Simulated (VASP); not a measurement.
A VASP 6.6.1 single-point calculation on CdTe

INCAR

```
IBRION = -1
NBANDS = 16
ISIF = 2
PREC = Accurate
NELM = 120
EDIFF = 1E-6
ISMEAR = 2
GGA = PE
LREAL = .FALSE.
ENCUT = 520
NSW = 0
SIGMA = 0.3
LASPH = .TRUE.
LWAVE = .FALSE.
LCHARG = .FALSE.
```

KPOINTS

```
KPOINTS created by Atomic Simulation Environment
0
Gamma
6 6 6
0 0 0
```

POSCAR

```
Cd Te
 1.0000000000000000
     0.0000000000000000    3.4701925124000002    3.4701925124000002
     3.4701925124000002    0.0000000000000000    3.4701925124000002
     3.4701925124000002    3.4701925124000002    0.0000000000000000
 Cd  Te
   1   1
Cartesian
  0.0000000000000000  0.0000000000000000  0.0000000000000000
  1.7350962562000001  1.7350962562000001  1.7350962562000001
```

The recommended PBE PAW datasets give the neutral cell 18 valence electrons.

Command

```
mpirun -np 1 vasp_std
```

Q: How does this run end, and what does it give?

A: It converged. Results: gap between bands v and c on the k mesh 0.18 eV; least direct gap on the k mesh 0.18 eV; pressure -3.5 GPa. Band v is the last that the valence electrons fill when counted band by band, and c is the next.

OSZICAR

```
N       E                     dE             d eps       ncg     rms          rms(c)
DAV:   1     0.993555140769E+02    0.99356E+02   -0.79379E+03   512   0.943E+02
DAV:   2    -0.111053837950E+01   -0.10047E+03   -0.96082E+02   592   0.229E+02
DAV:   3    -0.489479073890E+01   -0.37843E+01   -0.37783E+01   624   0.466E+01
DAV:   4    -0.493362918358E+01   -0.38838E-01   -0.38837E-01   768   0.404E+00
DAV:   5    -0.493373468703E+01   -0.10550E-03   -0.10550E-03   640   0.201E-01    0.377E+00
DAV:   6    -0.468353535320E+01    0.25020E+00   -0.41108E-01   592   0.636E+00    0.332E+00
DAV:   7    -0.466901746357E+01    0.14518E-01   -0.90869E-02   592   0.185E+00    0.139E+00
DAV:   8    -0.467003218521E+01   -0.10147E-02   -0.83511E-03   600   0.978E-01    0.358E-01
DAV:   9    -0.467045378960E+01   -0.42160E-03   -0.11932E-03   632   0.299E-01    0.724E-02
DAV:  10    -0.467049713826E+01   -0.43349E-04   -0.98492E-05   624   0.993E-02    0.507E-02
DAV:  11    -0.467054640738E+01   -0.49269E-04   -0.62850E-05   600   0.425E-02    0.208E-02
DAV:  12    -0.467054725700E+01   -0.84962E-06   -0.35513E-06   688   0.145E-02
   1 F= -.46705473E+01 E0= -.46710219E+01  d E =0.189854E-02
```

For comparison, a separate PBE run of the intended cell, on usual settings and not on those above, gives a gap of 0.18 eV on its mesh and a pressure of -3.5 GPa.
